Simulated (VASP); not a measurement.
# Dy (Im-3m) in VASP: notebook

Runs on Dy. Level: PBE. Tasks: single point.

All numbers are computed with VASP 6.6.1; they aren't measurements. Logs are shortened: lines on timing, memory, paths and dates and some standing lists are left out, and cuts for length are marked.

## Step 1: Starting point

The structure is cubic, space group Im-3m (No. 229). Conventional cell: a = 4.001 Å, b = 4.001 Å, c = 4.001 Å, α = 90.00°, β = 90.00°, γ = 90.00°. Dy (site symmetry m-3m) is surrounded by 8 Dy at 3.46 Å.

This isn't the form of Dy at room conditions, which is hcp.

## Step 2: Single point, PBE, collinear spin, ferromagnetic start

File INCAR:

```
SYSTEM = Dy
  ADDGRID = .False.
  ALGO = Normal
  EDIFF = 1E-4
  ENCUT = 500
  GGA = PE
  ISIF = 2
  ISMEAR = 0
  ISPIN = 2
  LASPH = .True.
  LCHARG = .False.
  LMAXMIX = 6
  LORBIT = 11
  LREAL = .False.
  LWAVE = .False.
  MAGMOM = 5
  NELM = 100
  PREC = Accurate
  SIGMA = 0.2
```

File KPOINTS:

```
k-points
0
Gamma
  14 14 14
  0 0 0
```

File POSCAR:

```
Dy
1.0
   -2.0003821482      2.0003821482      2.0003821482
    2.0003821482     -2.0003821482      2.0003821482
    2.0003821482      2.0003821482     -2.0003821482
Dy
1
Direct
    0.0000000000      0.0000000000      0.0000000000
```

Potentials or basis: VASP PAW PBE potentials, release 64 (Dy).

On the command line:

```console
$ cat potpaw_PBE.64/Dy/POTCAR > POTCAR
$ mpirun -np 1 vasp_std > vasp.out
```

OUTCAR:

```text
SYSTEM = Dy
   EDIFF = 1E-4
   ENCUT = 500
   GGA = PE
   ISIF = 2
   ISMEAR = 0
   ISPIN = 2
   LASPH = .True.
   LORBIT = 11
   LREAL = .False.
   NELM = 100
   PREC = Accurate

 Found    104 irreducible k-points:

 Following reciprocal coordinates:
            Coordinates               Weight
  0.000000  0.000000  0.000000      1.000000
  0.071429  0.000000  0.000000     12.000000
  0.142857  0.000000  0.000000     12.000000
  0.214286  0.000000  0.000000     12.000000
  0.285714  0.000000  0.000000     12.000000
  0.357143  0.000000  0.000000     12.000000
   k-points           NKPTS =    104   k-points in BZ     NKDIM =    104   number of bands    NBANDS=     17
   number of dos      NEDOS =    301   number of ions     NIONS =      1
   total plane-waves  NPLWV =  21952
   dimension x,y,z NGX =    28 NGY =   28 NGZ =   28
   dimension x,y,z NGXF=    56 NGYF=   56 NGZF=   56
   ions per type =               1
   NGX,Y,Z   is equivalent  to a cutoff of  13.43, 13.43, 13.43 a.u.
   NGXF,Y,Z  is equivalent  to a cutoff of  26.87, 26.87, 26.87 a.u.
 SYSTEM =  Dy
   PREC   = accura    normal or accurate (medium, high low for compatibility)
   ISTART =      0    job   : 0-new  1-cont  2-samecut
   ICHARG =      2    charge: 1-file 2-atom 10-const
   ISPIN  =      2    spin polarized calculation?
   LNONCOLLINEAR =      F non collinear calculations
   LSORBIT =      F    spin-orbit coupling
   LASPH  =      T    aspherical Exc in radial PAW
   ENCUT  =  500.0 eV  36.75 Ry    6.06 a.u.   6.32  6.32  6.32*2*pi/ulx,y,z
   NELM   =    100;   NELMIN=  2; NELMDL= -5     # of ELM steps
   EDIFF  = 0.1E-03   stopping-criterion for ELM
   LREAL  =      F    real-space projection
   EDIFFG = 0.1E-02   stopping-criterion for IOM
   NSW    =      0    number of steps for IOM
   IBRION =     -1    ionic relax: 0-MD 1-quasi-New 2-CG
   NFREE  =      0    steps in history (QN), initial steepest desc. (CG)
   ISIF   =      2    stress and relaxation
   ISYM   =      2    0-nonsym 1-usesym 2-fastsym
   POTIM  = 0.5000    time-step for ionic-motion
   TEBEG  =    0.0;   TEEND  =   0.0 temperature during run
   PSTRESS=    0.0 pullay stress
   NELECT =      20.0000    total number of electrons
   NUPDOWN=      -1.0000    fix difference up-down
   EMIN   =  10.00;   EMAX   =-10.00  energy-range for DOS
   EFERMI =   0.00;   METHOD = LEGACY
   ISMEAR =     0;   SIGMA  =   0.20  broadening in eV -4-tet -1-fermi 0-gaus
   EFERMI_NEDOS =   21; number of points for ismear=-14 and -15
   IALGO  =     38    algorithm
   IMIX   =      4    mixing-type and parameters
     AMIX     =   0.40;   BMIX     =  1.00
     AMIX_MAG =   1.60;   BMIX_MAG =  1.00
  volume/ion in A,a.u.               =      32.02       216.07
  Fermi-wavevector in a.u.,A,eV,Ry     =   1.399432  2.644543 26.645792  1.958410
  Thomas-Fermi vector in A             =   2.522492
   LORBIT       =     11    0 simple, 1 ext, 2 COOP (PROOUT), +10 PAW based schemes
   GGA     = PE    functional components
   LHFCALC =     F    Hartree Fock is set to
   AEXX    =    0.0000 exact exchange contribution
   IVDW    =     0    specifies the selected vdW correction
   LEPSILON=     F    determine dielectric tensor
   LRPA    =     F    only Hartree local field effects (RPA)
 spin polarized calculation
 Gauss-broadening in eV      SIGMA  =   0.20
  energy-cutoff  :      500.00
  volume of cell :       32.02
 maximum number of plane-waves:       856
 NGX is ok and might be reduce to    28
   NGX = 13   NGY = 13   NGZ = 13

 number of electron      20.0000005 magnetization       4.5684631

 Free energy of the ion-electron system (eV)
  ---------------------------------------------------
  ext. energy  EPLUGINS =         0.00000000
  ---------------------------------------------------
  free energy    TOTEN  =        -7.96406601 eV

  energy without entropy =       -7.87675451  energy(sigma->0) =       -7.92041026

 E-fermi :   2.8543     XC(G=0): -10.0681

 val. band max:        2.8423132090   @ k =   0.2143   0.2143   0.2143
 cond. band min:       2.8571956450   @ k =   0.5000   0.5000   0.2857
 fundamental gap:      0.0148824360
 Fermi energy:         2.8542759559

 spin component 1

 k-point     1 :       0.0000    0.0000    0.0000
  band No.  band energies     occupation
      1     -44.2068      1.00000
      2     -19.7389      1.00000
      3     -19.7389      1.00000
      4     -19.7389      1.00000
      5      -2.2952      1.00000
      6      -0.4968      1.00000
[... 9 lines left out ...]
     16       6.9664      0.00000
     17       6.9664      0.00000

 k-point     2 :       0.0714    0.0000    0.0000
  band No.  band energies     occupation
      1     -44.2039      1.00000
      2     -19.7748      1.00000
      3     -19.7499      1.00000
      4     -19.7392      1.00000
      5      -2.1467      1.00000
      6      -0.5015      1.00000
[... 9 lines left out ...]
     16       6.7952      0.00000
     17       6.9691      0.00000
[... 61 lines left out ...]
 k-point     6 :       0.3571    0.0000    0.0000
  band No.  band energies     occupation
      1     -44.1595      1.00000
      2     -20.2928      1.00000
      3     -19.9158      1.00000
      4     -19.7427      1.00000
      5      -0.5670      1.00000
      6      -0.5364      1.00000
[... 9 lines left out ...]
     16       7.4278      0.00000
     17       8.3092      0.00000

 [... further k-points ...]

 spin component 2

 k-point     1 :       0.0000    0.0000    0.0000
  band No.  band energies     occupation
      1     -42.1780      1.00000
      2     -18.2596      1.00000
      3     -18.2595      1.00000
      4     -18.2595      1.00000
      5      -2.0974      1.00000
      6       2.5451      0.98559
[... 9 lines left out ...]
     16       7.5741      0.00000
     17       7.5741      0.00000

 k-point     2 :       0.0714    0.0000    0.0000
  band No.  band energies     occupation
      1     -42.1747      1.00000
      2     -18.3018      1.00000
      3     -18.2722      1.00000
      4     -18.2599      1.00000
      5      -1.9433      1.00000
      6       2.5422      0.98634
[... 9 lines left out ...]
     16       7.3863      0.00000
     17       7.5770      0.00000
[... 61 lines left out ...]
 k-point     6 :       0.3571    0.0000    0.0000
  band No.  band energies     occupation
      1     -42.1221      1.00000
      2     -18.9035      1.00000
      3     -18.4613      1.00000
      4     -18.2646      1.00000
      5       0.5161      1.00000
      6       2.5823      0.97277
[... 9 lines left out ...]
     16       8.0714      0.00000
     17       8.9622      0.00000

 [... further k-points ...]
[... 5 lines left out ...]
  --------------------------------------------------------------------------------------
  -------------------------------------------------------------------------------------
  Total        0.4278424      0.4278424      0.4278424      0.0000000      0.0000000     -0.0000000
  in kB       21.4089561     21.4089561     21.4089561      0.0000000      0.0000000     -0.0000000
  external PRESSURE =      21.4089561 kB  Pullay stress =       0.0000000 kB

 VOLUME and BASIS-vectors are now :
 -----------------------------------------------------------------------------
  energy-cutoff  :      500.00
  volume of cell :       32.02
      direct lattice vectors                 reciprocal lattice vectors
    -2.000382148  2.000382148  2.000382148     0.000000000  0.249952241  0.249952241
     2.000382148 -2.000382148  2.000382148     0.249952241  0.000000000  0.249952241
     2.000382148  2.000382148 -2.000382148     0.249952241  0.249952241  0.000000000

 POSITION                                       TOTAL-FORCE (eV/Angst)
 -----------------------------------------------------------------------------------
      0.00000      0.00000      0.00000        -0.000000     -0.000000      0.000000
 -----------------------------------------------------------------------------------
    total drift:                               -0.000000     -0.000000     -0.000000

  FREE ENERGIE OF THE ION-ELECTRON SYSTEM (eV)
  ---------------------------------------------------
  free  energy   TOTEN  =        -7.9640660106 eV

  energy  without entropy=       -7.8767545052  energy(sigma->0) =       -7.92041026

 total charge

# of ion       s       p       d       f       tot
--------------------------------------------------
    1        2.163   5.816   0.486   9.317  17.782

 magnetization (x)

# of ion       s       p       d       f       tot
--------------------------------------------------
    1        0.007  -0.058   0.032   4.515   4.497
```

stdout:

```text
POSCAR found type information on POSCAR Dy
 POSCAR found :  1 types and       1 ions
 scaLAPACK will be used
 LDA part: xc-table for (Slater+PW92), standard interpolation
 POSCAR, INCAR and KPOINTS ok, starting setup
 FFT: planning ... GRIDC
 FFT: planning ... GRID_SOFT
 FFT: planning ... GRID
 WAVECAR not read
 entering main loop
```

Run time: 2.3 min. Hardware: 1 thread of Intel Xeon Platinum 8488C (Sapphire Rapids), shared host; peak memory 0.25 GiB.

The run converged, but some of its settings lie outside the range that counts as converged, so its numbers aren't taken as properties of the crystal.

Results:

```yaml
Free_energy: -7.9641 eV
Pressure: 2.1 GPa
Band_gap_on_the_k_mesh: none (metal or under the smearing width)
Net_moment: 4.57 μB per cell
Site_moments: Dy +4.50 μB
Valence_electrons_inside_the_program's_atomic_spheres: Dy 17.78
```

Caveat: the magnetic or orbital state may not be the lowest; spin-orbit coupling is left out, which moves the levels of the heavy elements.

## Step 3: Single point, PBE, collinear spin, ferromagnetic start

INCAR, as its differences from that of step 2:

```diff
@@ -3,3 +3,3 @@
   ALGO = Normal
-  EDIFF = 1E-4
+  EDIFF = 1E-6
   ENCUT = 500
@@ -18,2 +18,2 @@
   PREC = Accurate
-  SIGMA = 0.2
+  SIGMA = 0.1
```

KPOINTS is that of step 2.

POSCAR is that of step 2.

Potentials or basis: VASP PAW PBE potentials, release 64 (Dy).

On the command line:

```console
$ cat potpaw_PBE.64/Dy/POTCAR > POTCAR
$ mpirun -np 1 vasp_std > vasp.out
```

Run time: 2.8 min. Hardware: 1 thread of Intel Xeon Platinum 8488C (Sapphire Rapids), shared host; peak memory 0.25 GiB.

These settings aren't checked as converged: the numbers below hold their error.

Results:

```yaml
Free_energy: -7.9298 eV
Pressure: 1.6 GPa
Band_gap_on_the_k_mesh: none (metal or under the smearing width)
Net_moment: 4.46 μB per cell
Site_moments: Dy +4.44 μB
Valence_electrons_inside_the_program's_atomic_spheres: Dy 17.79
```

Caveat: the magnetic or orbital state may not be the lowest; spin-orbit coupling is left out, which moves the levels of the heavy elements.
